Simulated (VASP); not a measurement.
# Sn (I4_1/amd) in VASP: a series of runs, part 2 of 2

VASP 6.6.1. Earlier steps stand in the parts before.

## 4. Single point, PBE

This run's cell holds other atoms than the first one's.

Input file INCAR:

```
PREC     = Accurate       # precision mode
ENCUT    = 520            # plane-wave cutoff, eV
EDIFF    = 1E-6           # SCF threshold, eV
ISMEAR   = 0              # smearing method
SIGMA    = 0.1            # smearing width, eV
LREAL    = False          # projectors in reciprocal space
LASPH    = True           # aspherical terms in the spheres
NELM     = 80             # most SCF steps
ALGO     = Normal         # electronic algorithm
ISIF     = 2              # what is computed and relaxed
LWAVE    = False          # write WAVECAR
LCHARG   = False          # write CHGCAR
GGA      = PE             # functional
NBANDS   = 21             # bands
```

Input file KPOINTS:

```
regular mesh
0
Gamma
  6 6 6
```

Input file POSCAR:

```
Sn
1.0
   -2.9401404553      2.9401404553      1.5993019889
    2.9401404553     -2.9401404553      1.5993019889
    2.9401404553      2.9401404553     -1.5993019889
Sn
2
Direct
    0.7500000000      0.2500000000      0.5000000000
    0.0000000000      0.0000000000      0.0000000000
```

Potentials or basis: VASP PAW PBE potentials, release 64 (Sn_d).

Started as:

```console
> cat potpaw_PBE.64/Sn_d/POTCAR > POTCAR
> mpirun -np 1 vasp_std > vasp.out
```

OUTCAR:

```text
PREC = Accurate
   ENCUT = 520
   EDIFF = 1E-6
   ISMEAR = 0
   LREAL = False
   LASPH = True
   NELM = 80
   ISIF = 2
   GGA = PE

 ion  position               nearest neighbor table
   1  0.750  0.250  0.500-   2 3.05   2 3.05   2 3.05   2 3.05
   2  0.000  0.000  0.000-   1 3.05   1 3.05   1 3.05   1 3.05

  LATTYP: Found a body centered tetragonal cell.
 ALAT       =     5.8802809106
 C/A-ratio  =     0.5439542815

  Lattice vectors:

 A1 = (  -2.9401404553,   2.9401404553,   1.5993019889)
 A2 = (   2.9401404553,  -2.9401404553,   1.5993019889)
 A3 = (   2.9401404553,   2.9401404553,  -1.5993019889)

Analysis of symmetry for initial positions (statically):
=====================================================================
 Subroutine PRICEL returns:
 Original cell was already a primitive cell.

 Routine SETGRP: Setting up the symmetry group for a
 body centered tetragonal supercell.

 Subroutine GETGRP returns: Found 16 space group operations
 (whereof  8 operations were pure point group operations)
 out of a pool of 16 trial point group operations.

The static configuration has the point symmetry D_2d.
 The point group associated with its full space group is D_4h.

[... 159 lines left out ...]
  free energy    TOTEN  =        -7.59424762 eV

  energy without entropy =       -7.58800369  energy(sigma->0) =       -7.59112566

 E-fermi :   7.8893     XC(G=0): -10.2174

 val. band max:        7.8889143542   @ k =  -0.1667  -0.1667   0.1667
 cond. band min:       7.9124745416   @ k =  -0.1667   0.3333   0.1667
 fundamental gap:      0.0235601874
 Fermi energy:         7.8892763857

 k-point     1 :       0.0000    0.0000    0.0000
  band No.  band energies     occupation
      1     -13.8808      2.00000
      2     -13.8144      2.00000
      3     -13.7623      2.00000
      4     -13.7604      2.00000
      5     -13.6173      2.00000
      6     -13.6173      2.00000
[... 565 lines left out ...]
     20      16.8051      0.00000
     21      18.5685      0.00000

 [... further k-points ...]

------------------------ aborting loop because EDIFF is reached ----------------------------------------

  FORCE on cell =-STRESS in cart. coord.  units (eV):
  Direction    XX          YY          ZZ          XY          YZ          ZX
  --------------------------------------------------------------------------------------
  -------------------------------------------------------------------------------------
  Total        0.6072796      0.6072796      0.1094462      0.0000000      0.0000000      0.0000000
  in kB       17.5943270     17.5943270      3.1709141      0.0000000      0.0000000      0.0000000
  external PRESSURE =      12.7865227 kB  Pullay stress =       0.0000000 kB

 VOLUME and BASIS-vectors are now :
 -----------------------------------------------------------------------------
  energy-cutoff  :      520.00
  volume of cell :       55.30
      direct lattice vectors                 reciprocal lattice vectors
    -2.940140455  2.940140455  1.599301989     0.000000000  0.170059903  0.312636390
     2.940140455 -2.940140455  1.599301989     0.170059903  0.000000000  0.312636390
     2.940140455  2.940140455 -1.599301989     0.170059903  0.170059903  0.000000000

 POSITION                                       TOTAL-FORCE (eV/Angst)
 -----------------------------------------------------------------------------------
      0.00000      2.94014      0.79965         0.000000     -0.000000     -0.000000
      0.00000      0.00000      0.00000        -0.000000      0.000000      0.000000
 -----------------------------------------------------------------------------------
    total drift:                               -0.000000      0.000000     -0.000000

  FREE ENERGIE OF THE ION-ELECTRON SYSTEM (eV)
  ---------------------------------------------------
  free  energy   TOTEN  =        -7.5942476227 eV

  energy  without entropy=       -7.5880036929  energy(sigma->0) =       -7.59112566
```

OSZICAR:

```text
N       E                     dE             d eps       ncg     rms          rms(c)
DAV:   1     0.225009292589E+03    0.22501E+03   -0.14263E+04  1293   0.206E+03
DAV:   2     0.166140980819E+02   -0.20840E+03   -0.20430E+03  1260   0.471E+02
DAV:   3    -0.684069889594E+01   -0.23455E+02   -0.23239E+02  1470   0.138E+02
DAV:   4    -0.758426718874E+01   -0.74357E+00   -0.74302E+00  1430   0.273E+01
DAV:   5    -0.761396795481E+01   -0.29701E-01   -0.29700E-01  1805   0.514E+00    0.231E+00
DAV:   6    -0.759801134535E+01    0.15957E-01   -0.31360E-02  1733   0.247E+00    0.129E+00
DAV:   7    -0.759426846492E+01    0.37429E-02   -0.19406E-02  1700   0.193E+00    0.164E-01
DAV:   8    -0.759424296398E+01    0.25501E-04   -0.22855E-03  1548   0.623E-01    0.342E-02
DAV:   9    -0.759424781340E+01   -0.48494E-05   -0.70170E-05  1680   0.799E-02    0.121E-02
DAV:  10    -0.759424762268E+01    0.19072E-06   -0.75367E-06  1512   0.329E-02
   1 F= -.75942476E+01 E0= -.75911257E+01  d E =-.624393E-02
```

Run time: 17 s. Hardware: 1 thread of Intel Xeon 6975P-C (Granite Rapids), shared host; peak memory 0.2 GiB.

What came out:

```
Free energy            : -7.5942 eV
Pressure               : 1.3 GPa
Band gap on the k mesh : none (metal or under the smearing width)
```

Caveat: the k mesh is coarse (spacing up to 0.37 Å⁻¹), so the values aren't converged.

## 5. Overview

```csv
potentials or basis,cell,k mesh,mesh quality,gap on the mesh (eV),pressure (GPa)
"VASP PAW PBE potentials, release 64 (C)","Sn replaced by C, lengths x 0.728, strained and moved within the space group",8 × 8 × 8,coarse,none,-41.7
"VASP PAW PBE potentials, release 64 (C)","Sn replaced by C, lengths x 0.728, strained and moved within the space group",20 × 20 × 20,not flagged,none,-42.1
"VASP PAW PBE potentials, release 64 (Sn_d)",as given,6 × 6 × 6,coarse,none,1.3
```

Alike in all rows: task single point; level PBE; no spin polarisation; cutoff (eV) 520; smearing gaussian 0.1 eV.

Caveats: some runs use coarse meshes; the cell as given lies far from equilibrium (some runs); so large a pressure means that the cell lies far from this level's equilibrium, or that cutoff or potentials fall short (some runs).

Absolute energies hang on the potentials; compare differences alone.
